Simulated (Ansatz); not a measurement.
## HfO2 (CdI2 type) under strong compression

```
CELL_PARAMETERS angstrom
3.25231 0.00000 0.00000
-1.62615 2.81658 0.00000
0.00000 0.00000 5.57973
ATOMIC_POSITIONS crystal
Hf 0.00000 0.00000 0.00000
O 0.33333 0.66667 0.17381
O 0.66667 0.33333 0.82619
```

The cell comes from a relaxation on PAW files under the same functional, begun from a prototype that needn't be the stable phase.

Its volume is scaled, and at each volume shape and atoms are relaxed on PAW files; all methods then take that cell.

Level of theory: DFT with PBE, scalar-relativistic, in Ansatz 0.2.0; a Γ-centred 13×13×7 k mesh, Fermi–Dirac smearing of 0.08 eV, no spin polarisation. LAPW: all electrons, basis error target 1 meV/atom; PAW: frozen-core files, cutoff 420 eV; crystal datasets: all electrons, by PAW datasets that the program makes for each cell; norm-conserving: pseudopotentials, cutoff 1240 eV; PAW (cutoff 300 eV): frozen-core files, cutoff 300 eV.

Energies are extrapolated to zero smearing and count from the unscaled cell; pressure is positive in compression; gaps take the mesh and a band path. No temperature or zero-point motion is included.

Spin–orbit coupling is left out, which matters for the heavy atoms.

```json
{"V/V0": "1.00", "V (Å³/atom)": "17.04", "P LAPW (GPa)": "0.04", "ΔE LAPW (eV/atom)": "0.000", "P PAW − LAPW (GPa)": "-0.05", "ΔE PAW − LAPW (meV/atom)": "0.0", "gap (eV)": "4.75", "space group": "P-3m1", "shortest distance (Å)": "?"}
{"V/V0": "0.94", "V (Å³/atom)": "16.02", "P LAPW (GPa)": "0.38", "ΔE LAPW (eV/atom)": "0.001", "P PAW − LAPW (GPa)": "-0.04", "ΔE PAW − LAPW (meV/atom)": "0.0", "gap (eV)": "4.70", "space group": "P-3m1", "shortest distance (Å)": "2.112"}
{"V/V0": "0.88", "V (Å³/atom)": "14.99", "P LAPW (GPa)": "1.07", "ΔE LAPW (eV/atom)": "0.005", "P PAW − LAPW (GPa)": "-0.05", "ΔE PAW − LAPW (meV/atom)": "0.1", "gap (eV)": "–", "space group": "P-3m1", "shortest distance (Å)": "?"}
{"V/V0": "0.80", "V (Å³/atom)": "13.63", "P LAPW (GPa)": "3.93", "ΔE LAPW (eV/atom)": "0.023", "P PAW − LAPW (GPa)": "-0.06", "ΔE PAW − LAPW (meV/atom)": "0.0", "gap (eV)": "–", "space group": "P-3m1", "shortest distance (Å)": "2.104"}
{"V/V0": "0.72", "V (Å³/atom)": "12.27", "P LAPW (GPa)": "11.81", "ΔE LAPW (eV/atom)": "0.084", "P PAW − LAPW (GPa)": "-0.07", "ΔE PAW − LAPW (meV/atom)": "-0.2", "gap (eV)": "–", "space group": "P-3m1", "shortest distance (Å)": "2.088"}
{"V/V0": "0.62", "V (Å³/atom)": "10.56", "P LAPW (GPa)": "38.1", "ΔE LAPW (eV/atom)": "0.326", "P PAW − LAPW (GPa)": "-0.07", "ΔE PAW − LAPW (meV/atom)": "0.0", "gap (eV)": "2.99", "space group": "P-3m1", "shortest distance (Å)": "2.047"}
```

(1) What belongs in the row "0.88", column "shortest distance (Å)"?

(2) What belongs in the row "1.00", column "shortest distance (Å)"?

(3) At the smallest volume, how far do crystal datasets and norm-conserving and PAW (cutoff 300 eV) lie from LAPW in pressure?

(4) How do the Löwdin populations by LAPW change from the unscaled cell to the last row?

Results:

(1) 2.111.

(2) 2.113.

(3) crystal datasets: 0.00 GPa; norm-conserving: -0.05 GPa; PAW (cutoff 300 eV): -1.27 GPa, on a LAPW pressure of 38.1 GPa.

(4) Hf 5d 2.18 → 2.31, O 2p 4.95 → 4.92 electrons an atom. These are projections on the shells that the free atoms fill; 0.11 e a cell lies outside them at the start and 0.10 e at the end.
